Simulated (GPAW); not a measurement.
# Sn (Fd-3m) in GPAW: notebook

The runs below take Sn through phonons, gruneisen, with BEEF-vdW, WC.

Everything below comes from runs of GPAW 26.7.0. Logs are shortened: lines on timing, memory, paths and dates and some standing lists are left out, and cuts for length are marked. The log counts tension as positive stress, the text compression.

### 1 The structure

It takes space group Fd-3m (No. 227, cubic). The conventional cell has a = 6.467 Å, b = 6.467 Å, c = 6.467 Å, α = 90.00°, β = 90.00°, γ = 90.00°. Sn (site symmetry -43m) is surrounded by 4 Sn at 2.80 Å.

This isn't the form of Sn at room conditions, which is tetragonal (white tin).

### 2 Phonons, BEEF-vdW

Contents of run.py:

```python
import json
import numpy as np
from ase import Atoms
from ase.constraints import FixSymmetry
from ase.io import write
from ase.optimize import BFGS
from ase.spacegroup import crystal
from phonopy import Phonopy
from phonopy.structure.atoms import PhonopyAtoms
from gpaw import GPAW

# Sn 8a
atoms = crystal(['Sn'],
                basis=[[0.25, 0.25, 0.25]],
                spacegroup=227, setting=1,  # Fd-3m
                cellpar=[6.4666856, 6.4666856, 6.4666856, 90.0, 90.0, 90.0],
                primitive_cell=True)

calc = GPAW(mode='fd',
            h=0.16,
            xc={'name': 'BEEF-vdW', 'backend': 'libvdwxc'},
            kpts={'size': (7, 7, 7), 'gamma': True},
            occupations={'name': 'fermi-dirac', 'width': 0.05},
            nbands=24,
            convergence={'density': 1e-06, 'eigenstates': 1e-09},
            maxiter=150,
            txt='gpaw.txt')
atoms.calc = calc
atoms.set_constraint(FixSymmetry(atoms))
BFGS(atoms, trajectory='relax.traj', logfile='-').run(fmax=0.005, steps=40)
atoms.set_constraint()
energy = atoms.get_potential_energy()
forces = atoms.get_forces()
calc.write('gs.gpw')
write('result.traj', atoms)
print('Cell:', atoms.cell.cellpar().round(4))
print(atoms.get_scaled_positions().round(5))

def force_constants(scale):
    unit = PhonopyAtoms(symbols=atoms.get_chemical_symbols(), cell=atoms.cell[:] * scale**(1 / 3),
                        scaled_positions=atoms.get_scaled_positions())
    ph = Phonopy(unit, supercell_matrix=np.diag([1, 1, 1]), primitive_matrix=np.eye(3), symprec=1e-4)
    ph.generate_displacements(distance=0.03)
    forces = []
    for i, sc in enumerate(ph.supercells_with_displacements):
        a = Atoms(sc.symbols, cell=sc.cell, scaled_positions=sc.scaled_positions, pbc=True)
        c = GPAW(mode='fd',
                 h=0.16,
                 xc={'name': 'BEEF-vdW', 'backend': 'libvdwxc'},
                 kpts={'size': (7, 7, 7), 'gamma': True},
                 occupations={'name': 'fermi-dirac', 'width': 0.05},
                 nbands=24,
                 convergence={'density': 1e-06, 'eigenstates': 1e-09},
                 maxiter=150,
                 txt=f'disp-{scale:.3f}-{i:02d}.txt')
        a.calc = c
        f = a.get_forces()
        forces.append(f - f.mean(axis=0))
        print(f'displacement {i}: drift', f.mean(axis=0).round(5), flush=True)
    ph.forces = forces
    ph.produce_force_constants()
    ph.symmetrize_force_constants()
    return ph

qpoints = [[0.0, 0.0, 0.0]]
results = {}
for scale in [1.0]:
    ph = force_constants(scale)
    ph.run_qpoints(qpoints)
    nu = ph.qpoints.frequencies * 33.35641  # THz to cm^-1
    results[f'{scale:.3f}'] = nu.tolist()
    for qp, f in zip(qpoints, nu):
        print(scale, np.round(qp, 4), f.round(2))
json.dump(results, open('phonons.json', 'w'))
```

Potentials or basis: GPAW PAW data sets (gpaw-data 1.2.1), fd.

Launch:

```
OMP_NUM_THREADS=1 python run.py
```

gpaw.txt:

```text
__  _  _
 | _ |_)|_||  |
 |__||  | ||/\| - 26.7.0

Input parameters:
  mode=FD(),
  convergence={'density': 1e-06, 'eigenstates': 1e-09},
  h=0.16,
  kpts=MonkhorstPack(size=(7, 7, 7), gamma=True),
  maxiter=150,
  nbands=24,
  occupations=Occupations(name='fermi-dirac', width=0.05),
  xc=XC(name='BEEF-vdW', backend='libvdwxc')

Diagonalizing LCAO Hamiltonian
Converting LCAO to fd mode

            Sn

       Sn

Atoms  # Å, Bohr magnetons
|   | symbol |        x |         y |        z |    initial magnetic moments |
|---|--------|----------|-----------|----------|-----------------------------|
| 0 |     Sn | 1.616671 |  1.616671 | 1.616671 | ( 0.0000,  0.0000,  0.0000) |
| 1 |     Sn | 0.000000 | -0.000000 | 0.000000 | ( 0.0000,  0.0000,  0.0000) |

Unit cell  # Å
| periodic |        x |        y |        z |  lengths |    angles |
|----------|----------|----------|----------|----------|-----------|
|      yes | 0.000000 | 3.233343 | 3.233343 | 4.572637 | 60.000000 |
|      yes | 3.233343 | 0.000000 | 3.233343 | 4.572637 | 60.000000 |
|      yes | 3.233343 | 3.233343 | 0.000000 | 4.572637 | 60.000000 |

Number of symmetries: 24
Symmetry operations  # r_c * U_cc + t_c -> r_c
|    | kind |            matrix            |
|----|------|------------------------------|
|  0 |  E   |  1, 0, 0,  0, 1, 0,  0, 0, 1 |
|  1 |  σ   |  1, 0, 0,  0, 0, 1,  0, 1, 0 |
|  2 |  σ   |  1, 0,-1,  0, 1,-1,  0, 0,-1 |
|  3 |  C3  |  1, 0,-1,  0, 0,-1,  0, 1,-1 |
|  4 |  C3  |  1,-1, 0,  0,-1, 1,  0,-1, 0 |
|  5 |  σ   |  1,-1, 0,  0,-1, 0,  0,-1, 1 |
|  6 |  σ   |  0, 1, 0,  1, 0, 0,  0, 0, 1 |
|  7 |  C3  |  0, 1, 0,  0, 0, 1,  1, 0, 0 |
|  8 |  C2  |  0, 1,-1,  1, 0,-1,  0, 0,-1 |
|  9 |  S4  |  0, 1,-1,  0, 0,-1,  1, 0,-1 |
| 10 |  C3  |  0, 0, 1,  1, 0, 0,  0, 1, 0 |
| 11 |  σ   |  0, 0, 1,  0, 1, 0,  1, 0, 0 |
| 12 |  S4  |  0, 0,-1,  1, 0,-1,  0, 1,-1 |
| 13 |  C3  |  0, 0,-1,  0, 1,-1,  1, 0,-1 |
| 14 |  S4  |  0,-1, 1,  1,-1, 0,  0,-1, 0 |
| 15 |  C2  |  0,-1, 1,  0,-1, 0,  1,-1, 0 |
| 16 |  C3  |  0,-1, 0,  1,-1, 0,  0,-1, 1 |
| 17 |  S4  |  0,-1, 0,  0,-1, 1,  1,-1, 0 |
| 18 |  S4  | -1, 1, 0, -1, 0, 1, -1, 0, 0 |
| 19 |  C3  | -1, 1, 0, -1, 0, 0, -1, 0, 1 |
| 20 |  C3  | -1, 0, 1, -1, 1, 0, -1, 0, 0 |
| 21 |  S4  | -1, 0, 1, -1, 0, 0, -1, 1, 0 |
| 22 |  σ   | -1, 0, 0, -1, 1, 0, -1, 0, 1 |
| 23 |  C2  | -1, 0, 0, -1, 0, 1, -1, 1, 0 |

BZ-sampling:
  Number of BZ points: 343
  Number of IBZ points: 20

  Monkhorst-Pack size: [7, 7, 7]
  Monkhorst-Pack shift: [0, 0, 0]

K-points  # in reciprocal-cell coordinates
|     |                                coordinates |     weight |
|-----|--------------------------------------------|------------|
|   0 | (  0.00000000,   0.00000000,   0.00000000) | 0.00291545 |
|   1 | (  0.14285714,   0.14285714,   0.00000000) | 0.01749271 |
|   2 | (  0.14285714,   0.14285714,   0.14285714) | 0.02332362 |
|   3 | (  0.28571429,   0.14285714,   0.14285714) | 0.03498542 |
|   4 | (  0.28571429,   0.28571429,   0.00000000) | 0.01749271 |
|   5 | (  0.28571429,   0.28571429,   0.14285714) | 0.06997085 |
|   6 | (  0.28571429,   0.28571429,   0.28571429) | 0.02332362 |
|   7 | (  0.42857143,  -0.28571429,  -0.28571429) | 0.03498542 |
|   8 | (  0.42857143,   0.28571429,  -0.42857143) | 0.13994169 |
|   9 | (  0.42857143,   0.28571429,  -0.28571429) | 0.06997085 |
| ... |                                            |            |
|  19 | (  0.42857143,   0.42857143,   0.42857143) | 0.02332362 |

Uniform wave function grid shape: (np.int64(24), np.int64(24), np.int64(24))
Spin-components: 1 (collinear spins)
Bands:           24
Projectors:      12
Spin-degeneracy: 2
Datatype:        complex128

Parallelization:
  kpt:    1
  domain: 1
  band:   1

Density:
  Valence electrons: 28.0
  Components: 1
  Grid points: [24 24 24]
  Charge: 0.0  # |e|

Potential:
  Grid points: [24 24 24]

species:
  Sn:
    name:    Tin
    Z:       50.0
    valence: 14
    core:    36
    charge:  0.0  # [|e|]
    compensation charges:
      type: gauss
      rc: 0.38  # [Å]
      lmax: 2
    cutoffs:
      filter: 2.23  # [Å]
      core: 2.35  # [Å]
    projectors
    | kind |    occ | energy [eV] | rcut [Å] |
    |------|--------|-------------|----------|
    |   5s |  2.000 |     -10.538 |    1.201 |
    |   5p |  2.000 |      -3.696 |    1.270 |
    |   4d | 10.000 |     -25.845 |    1.185 |
    |    s |        |      16.674 |    1.201 |
    |    p |        |      23.515 |    1.270 |
    |    d |        |       1.367 |    1.185 |

    Using partial waves for Sn as LCAO basis

Reference energy: -336021.386614  # eV

eigensolver:
  PPCG
  Converge bands: occupied
  niter=2

density mixing:
  MSR1-Mixer
  Pratt-step length: 0.05
  Maximum mixing coefficient: 0.75
  Old densities: 10
  SVD Regularization: 0.005
  Good broyden scale: 1.0
  Trust region scale: 1.0
  Backstep threshold: 4.0
  History deletion threshold: 6.0
  Fourier metric: weight=20.0, sigma=0.015

occupation numbers:
  Fermi-Dirac:
    width: 0.0500  # eV

FastPoissonSolver using
    Stencil: 12*3+1=37 point O(h^6) finite-difference Laplacian
    FFT axes: [np.int64(0), np.int64(1), np.int64(2)]
    FST axes: []

xc functional:
  name: vdW-BEEF with libvdwxc
  Mode: serial
  Semilocal: BEEVDW with 2 nearest neighbor stencil
  Corresponding non-local functional: vdW-DF2
  Local blocksize: 48 x 48 x 48
  PAW datasets: PBE
interpolation: tri-quintic # 5. degree polynomial

convergence criteria:
- Maximum integral of absolute [dens]ity change: 1e-06 electrons / valence electron
- Maximum integral of absolute [eigenst]ate change: 1e-09 eV^2 / valence electron
- Maximum [total energy] change in last 3 cyles: 0.0005 eV / valence electron
maximum number of iterations: 150

SCF iterations
|iter     | |      energy | eigst |  dens |
|---------|-|-------------|-------|-------|
|iter:   1| | -326.944498 | +0.41 |       |
|iter:   2| | -326.976931 | -1.11 | -1.46 |
|iter:   3| | -326.996690 | -1.54 | -1.48 |
|iter:   4| | -326.996239 | -2.35 | -2.01 |
|iter:   5| | -326.998287c| -3.22 | -2.38 |
|iter:   6| | -326.998476c| -4.05 | -2.93 |
|iter:   7| | -326.998481c| -5.04 | -3.81 |
|iter:   8| | -326.998483c| -5.83 | -4.37 |
|iter:   9| | -326.998483c| -6.68 | -4.94 |
|iter:  10| | -326.998483c| -7.42 | -5.59 |
|iter:  11| | -326.998483c| -7.78 | -5.81 |
|iter:  12| | -326.998483c| -8.84 | -6.06c|
|iter:  13| | -326.998483c| -9.36c| -6.63c|

Converged in 13 steps
Energy contributions relative to reference atoms: (reference = -336021.386614)

Energy contributions:
  Kinetic:          61.451259
  Coulomb:         -57.048795
  Zero:             -0.008866
  External:          0.000000
  Xc:             -331.391257
  Entropy:          -0.001649
  Spinorbit:         0.000000
  ----------------------------
  Free energy:    -326.999308
  Extrapolated:   -326.998483

dipole moment: (-3.972804, 17.679008, -3.972804)  # |e|*Ang

Fermi level: 5.020
Eigenvalues  # (at kpt = [0.000, 0.000, 0.000])
| band index |      eig [eV] | occ [0-2] |
|------------|---------------|-----------|
|          0 |       -17.294 |     2.000 |
|        ... |               |           |
|          4 |       -17.240 |     2.000 |
|          5 |       -16.936 |     2.000 |
|          6 |       -16.936 |     2.000 |
|          7 |       -16.934 |     2.000 |
|          8 |       -16.932 |     2.000 |
|          9 |       -16.932 |     2.000 |
[... 8 lines left out ...]
|         18 |        10.096 |     0.000 |
|         19 |        12.952 |     0.000 |
|        ... |               |           |
|         23 |        13.380 |     0.000 |

No gap
No difference between direct/indirect transitions

Forces  # eV/Ang
|        x |        y |        z |
|----------|----------|----------|
|  0.00000 | -0.00000 |  0.00000 |  # Sn   0
| -0.00000 |  0.00000 | -0.00000 |  # Sn   1

# Writing to gs.gpw (mode='')
```

Wall time 6.1 min (1 thread of Arm Neoverse V2, shared host); peak memory 1.2 GiB.

What came out:

```
Free energy                   : -326.9993 eV
Band gap on the k mesh        : none (metal or under the smearing width)
Highest phonon frequency at Γ : 196 cm⁻¹
```

Final structure:
```
Sn
1.0
     0.00000    3.23334    3.23334
     3.23334    0.00000    3.23334
     3.23334    3.23334    0.00000
Sn
2
Cartesian
  1.6167 1.6167 1.6167
  0.0000 0.0000 0.0000
```

Levels at points of the mesh, in eV from the Fermi level:
```
           k point  band 11  band 12  band 13  band 14  band 15  band 16  band 17  band 18
(0.00, 0.00, 0.00)   -10.63    -0.48     0.06     0.06     0.06     2.14     2.14     2.14
```

Phonon frequencies in cm⁻¹ (negative: imaginary):
| q point | frequencies |
| --- | --- |
| (0.000, 0.000, 0.000) | 0 0 0 196 196 196 |

Caveat: the PAW data sets were made with another functional, which shifts forces and pressure a little.

### 3 Gruneisen, WC

Contents of run.py:

```python
import json
import numpy as np
from ase import Atoms
from ase.constraints import FixSymmetry
from ase.filters import FrechetCellFilter
from ase.io import write
from ase.optimize import BFGS
from phonopy import Phonopy
from phonopy.structure.atoms import PhonopyAtoms
from gpaw import GPAW, PW, setup_paths

setup_paths.insert(0, '.')

atoms = Atoms(['Sn', 'Sn'],
              cell=[[0.0, 3.2333428, 3.2333428],
                    [3.2333428, 0.0, 3.2333428],
                    [3.2333428, 3.2333428, 0.0]],
              scaled_positions=[[0.75, 0.75, 0.75],
                                [0.5, 0.5, 0.5]],
              pbc=True)

calc = GPAW(mode=PW(510),
            xc='WC',
            kpts={'size': (7, 7, 7), 'gamma': True},
            occupations={'name': 'fermi-dirac', 'width': 0.05},
            nbands=24,
            convergence={'density': 1e-06, 'eigenstates': 1e-09},
            random=True,
            maxiter=80,
            txt='gpaw.txt')
atoms.calc = calc
atoms.set_constraint(FixSymmetry(atoms))
BFGS(FrechetCellFilter(atoms), trajectory='relax.traj', logfile='-').run(fmax=0.005, steps=40)
atoms.set_constraint()
energy = atoms.get_potential_energy()
forces = atoms.get_forces()
stress = atoms.get_stress()
calc.write('gs.gpw')
write('result.traj', atoms)
print('Cell:', atoms.cell.cellpar().round(4))
print(atoms.get_scaled_positions().round(5))

def force_constants(scale):
    unit = PhonopyAtoms(symbols=atoms.get_chemical_symbols(), cell=atoms.cell[:] * scale**(1 / 3),
                        scaled_positions=atoms.get_scaled_positions())
    ph = Phonopy(unit, supercell_matrix=np.diag([1, 1, 1]), primitive_matrix=np.eye(3), symprec=1e-4)
    ph.generate_displacements(distance=0.01)
    forces = []
    for i, sc in enumerate(ph.supercells_with_displacements):
        a = Atoms(sc.symbols, cell=sc.cell, scaled_positions=sc.scaled_positions, pbc=True)
        c = GPAW(mode=PW(510),
                 xc='WC',
                 kpts={'size': (7, 7, 7), 'gamma': True},
                 occupations={'name': 'fermi-dirac', 'width': 0.05},
                 nbands=24,
                 convergence={'density': 1e-06, 'eigenstates': 1e-09},
                 random=True,
                 maxiter=80,
                 txt=f'disp-{scale:.3f}-{i:02d}.txt')
        a.calc = c
        f = a.get_forces()
        forces.append(f - f.mean(axis=0))
        print(f'displacement {i}: drift', f.mean(axis=0).round(5), flush=True)
    ph.forces = forces
    ph.produce_force_constants()
    ph.symmetrize_force_constants()
    return ph

qpoints = [[0.0, 0.0, 0.0]]
results = {}
for scale in [0.99, 1.0, 1.01]:
    ph = force_constants(scale)
    ph.run_qpoints(qpoints)
    nu = ph.qpoints.frequencies * 33.35641  # THz to cm^-1
    results[f'{scale:.3f}'] = nu.tolist()
    for qp, f in zip(qpoints, nu):
        print(scale, np.round(qp, 4), f.round(2))

lo, mid, hi = (np.array(results[x]) for x in ('0.990', '1.000', '1.010'))
gamma = np.where(abs(mid) > 5, -(hi - lo) / (np.log(1.01 / 0.99) * np.where(abs(mid) > 5, mid, 1)), 0)
results['gamma'] = gamma.tolist()
print('Mode Grueneisen parameters:')
print(gamma.round(3))
json.dump(results, open('phonons.json', 'w'))
```

Potentials or basis: PAW data sets generated in the run's folder for this functional, pw.

Launch:

```
gpaw-setup -f WC Sn
OMP_NUM_THREADS=1 python run.py
```

gpaw.txt:

```text
__  _  _
 | _ |_)|_||  |
 |__||  | ||/\| - 26.7.0

Input parameters:
  mode=PW(ecut=510.0),
  convergence={'density': 1e-06, 'eigenstates': 1e-09},
  kpts=MonkhorstPack(size=(7, 7, 7), gamma=True),
  maxiter=80,
  nbands=24,
  occupations=Occupations(name='fermi-dirac', width=0.05),
  random=True,
  xc=XC(name='WC')
Initializing wave functions with random numbers

            Sn

       Sn

Atoms  # Å, Bohr magnetons
|   | symbol |        x |        y |        z |    initial magnetic moments |
|---|--------|----------|----------|----------|-----------------------------|
| 0 |     Sn | 4.850014 | 4.850014 | 4.850014 | ( 0.0000,  0.0000,  0.0000) |
| 1 |     Sn | 3.233343 | 3.233343 | 3.233343 | ( 0.0000,  0.0000,  0.0000) |
[... 147 lines left out ...]
|iter:   1| |   25.638525 | +3.12 |       |
|iter:   2| |   -8.574488 | +1.13 | -1.00 |
|iter:   3| |   -8.859311 | -0.44 | -1.46 |
|iter:   4| |   -8.838458 | -2.19 | -1.51 |
|iter:   5| |   -8.811234 | -3.08 | -1.64 |
|iter:   6| |   -8.805828 | -3.16 | -1.93 |
|iter:   7| |   -8.806119c| -4.47 | -2.50 |
|iter:   8| |   -8.805884c| -4.73 | -2.59 |
[... 515 lines left out ...]
|        x |       y |       z |
|----------|---------|---------|
| -0.00000 | 0.00000 | 0.00000 |  # Sn   0
|  0.00000 | 0.00000 | 0.00000 |  # Sn   1

Interpolating wave functions to new cell

            Sn
[... 152 lines left out ...]
SCF iterations
|iter     | |      energy | eigst |  dens |
|---------|-|-------------|-------|-------|
|iter:   1| |   -8.812464 | -4.08 |       |
|iter:   2| |   -8.812469 | -6.13 | -3.33 |
|iter:   3| |   -8.812518c| -6.20 | -3.36 |
|iter:   4| |   -8.812525c| -7.14 | -3.94 |
|iter:   5| |   -8.812526c| -7.46 | -4.31 |
|iter:   6| |   -8.812526c| -9.49c| -5.00 |
|iter:   7| |   -8.812526c| -9.43c| -5.57 |
|iter:   8| |   -8.812526c|-10.44c| -6.77c|

Converged in 8 steps
Energy contributions relative to reference atoms: (reference = -335980.696734)

Energy contributions:
  Kinetic:           7.471448
  Coulomb:          -7.239666
  Zero:              0.031519
  External:          0.000000
  Xc:               -9.074623
  Entropy:          -0.002410
  Spinorbit:         0.000000
  ----------------------------
  Free energy:      -8.813732
  Extrapolated:     -8.812526
[... 31 lines left out ...]
Stress tensor  # eV/Ang^3
|         x |         y |         z |
|-----------|-----------|-----------|
|  0.000008 | -0.000000 | -0.000000 |
| -0.000000 |  0.000008 |  0.000000 |
| -0.000000 |  0.000000 |  0.000008 |

Forces  # eV/Ang
|        x |        y |        z |
|----------|----------|----------|
| -0.00000 | -0.00000 | -0.00000 |  # Sn   0
|  0.00000 |  0.00000 |  0.00000 |  # Sn   1

# Writing to gs.gpw (mode='')
```

stdout:

```text
Step          Energy          fmax
BFGS:    0       -8.806747        0.192600
BFGS:    1       -8.808673        0.151067
BFGS:    2       -8.813687        0.007888
BFGS:    3       -8.813732        0.000274
Cell: [ 4.6032  4.6032  4.6032 60.     60.     60.    ]
[[0.75 0.75 0.75]
 [0.5  0.5  0.5 ]]
displacement 0: drift [-0. -0. -0.]
0.99 [0. 0. 0.] [ -0.    -0.     0.   187.78 187.78 187.78]
displacement 0: drift [ 0. -0. -0.]
1.0 [0. 0. 0.] [ -0.     0.     0.   184.55 184.55 184.55]
displacement 0: drift [ 0. -0. -0.]
1.01 [0. 0. 0.] [ -0.    -0.     0.   181.04 181.04 181.04]
Mode Grueneisen parameters:
[[0.    0.    0.    1.824 1.824 1.824]]
```

It took 3.6 min on 1 thread of Intel Xeon 6975P-C (Granite Rapids), shared host; peak memory 0.44 GiB.

What came out:

| Property | Result |
| --- | --- |
| Free energy | -8.8137 eV |
| Relaxed volume | 34.48 Å³/atom |
| Relaxed cell | a = 4.603 Å, b = 4.603 Å, c = 4.603 Å, α = 60.00°, β = 60.00°, γ = 60.00° |
| Space group after relaxing (to 0.05 Å) | Fd-3m (No. 227) |
| Pressure after relaxing | 0.0 GPa |
| Band gap on the k mesh | none (metal or under the smearing width) |
| Highest phonon frequency at Γ | 185 cm⁻¹ |

Final structure:
```
Sn
1.0
     0.00000    3.25493    3.25493
     3.25493    0.00000    3.25493
     3.25493    3.25493    0.00000
Sn
2
Direct
  0.75000 0.75000 0.75000
  0.50000 0.50000 0.50000
```

Phonon frequencies in cm⁻¹ (negative: imaginary):
```tsv
q point	frequencies
(0.000, 0.000, 0.000)	0 0 0 185 185 185
```

Mode Grüneisen parameters of phonons at Γ, in order of frequency: 1.82, 1.82, 1.82

Caveat: the cutoff is short for stress and forces, so pressures can be off by a GPa or more; the density grid can change from cell to cell, which puts small steps into energies and stress.
